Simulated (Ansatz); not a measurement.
Runs of Ansatz 0.2.0 on PbSe (Clausthalite). Symmetry: Fm-3m, No. 225, cubic system. The conventional cell has a = 6.121 Å, b = 6.121 Å, c = 6.121 Å, α = 90.00°, β = 90.00°, γ = 90.00°. Around Pb (site symmetry m-3m) lie 6 Se at 3.06 Å. Se (site symmetry m-3m) has 6 Pb at 3.06 Å as nearest neighbours. 

```tsv
task	level	potentials or basis	spin	cell	k mesh	cutoff (eV)	smearing	broadening	other keys	mesh quality	gap on the mesh (eV)	pressure (GPa)	moment (μB)
density of states	r2SCANh+D3(BJ)-ATM	Ansatz PAW polarizable	off	volume scaled by 0.8	4 × 4 × 4	500	gaussian 0.02 eV	-	-	coarse	(b)	(a)	-
electrostatic potential	revPBE+D4	Ansatz PAW	SOC, no magnetisation	as given	8 × 8 × 8	420	fermi-dirac 0.15 eV	-	-	not flagged	-	-0.1	-
single point	LDA	JTH PAW LDA	collinear, ferromagnetic start	cell strained at random at fixed volume	6 × 6 × 6	1800	methfessel-paxton 0.05 eV	-	-	not flagged	none	-2.3	0.00
electron localisation function	rPW86-PBE	Ansatz NC	collinear, ferromagnetic start	volume scaled by 1.04	12 × 12 × 12	1170	gaussian 0.01 eV	-	kpoints.mp_grid.grid = 12 × 12 × 12; scf.lower_state_search = full	not flagged	(c)	2.9	0.00
ladder of functionals	BPBE	Ansatz NC	off	volume scaled by 0.96	8 × 8 × 8	1170	fermi-dirac 0.025 eV	-	-	not flagged	0.16	4.8	-
optical spectrum	PBE	PseudoDojo standard (LDA files)	off	as given	8 × 8 × 8	1170	methfessel-paxton 0.1 eV	0.05 eV	hamiltonian.xc = pbe	not flagged	0.27	-	-
```

Estimate the missing entries.

(a) 18.0; (b) 0.66; (c) 0.42.

Caveats: some runs use coarse meshes; spin-orbit coupling is left out, which as a rule narrows the gap of such compounds by several tenths of an eV (some runs); the potentials were made for another functional, which shifts forces and pressure (some runs); the PAW data sets come from PBE, with cores solved anew for the run's functional, which leaves a small shift of forces and pressure (some runs); the starting moments weren't kept (some runs); the thresholds are loose for stress (some runs); spectra need much finer meshes, so this one isn't converged (some runs); independent-particle spectra lack excitons (some runs).

A k mesh can miss the band edges, and rows without SOC leave out spin-orbit coupling on Pb, Se.

A gap of «none» marks a metal or a gap under the smearing width.

The runs don't all hold the same shells in valence.
